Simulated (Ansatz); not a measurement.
BeTe under changes of volume

One of the cells (30.598 Å³/atom); the others are scaled copies at fixed shape and fractional positions:

```
CELL_PARAMETERS angstrom
1.78700 -4.79745 0.00000
1.78700 4.79745 0.00000
0.00000 0.00000 3.56915
ATOMIC_POSITIONS crystal
Be 0.50000 0.50000 0.50000
Te 0.00000 0.00000 0.00000
```

The cell was built by a generator and needn't be a form met in nature.

```yaml
Program: Ansatz 0.2.0
Functional: PBE
Potentials_or_basis: Ansatz PAW
Cutoff: "420 eV (not typed: the program's choice for these potentials)"
k_mesh: 8 × 8 × 8
Occupations: fermi-dirac, width 0.05 eV
Spin: no spin polarisation
```

```tsv
volume (Å³/atom)	energy over the lowest point (meV/atom)	pressure (GPa)
28.763	14.75	2.7
29.375	6.30	1.7
29.987	1.51	0.8
30.598	0.00	0.0
31.210	1.46	-0.7
31.822	?	?
32.434	12.16	-2.0
```

What does the run at 31.822 Å³/atom give?

Energy over the lowest point 5.60 meV/atom; pressure -1.4 GPa.

Worked out: A Birch-Murnaghan fit of order 3 (a polynomial in V^(-2/3)) to the other rows has its minimum at 30.59 Å³/atom with B0 = V·E''(V) = 39 GPa and B' = 4.1 at fixed shape and positions, which overstates the stiffness. It gives 5.60 meV/atom at 31.822 Å³/atom, against the run's 5.60, and -dE/dV = -1.4 GPa, against -1.4.

Energies are extrapolated to zero smearing.
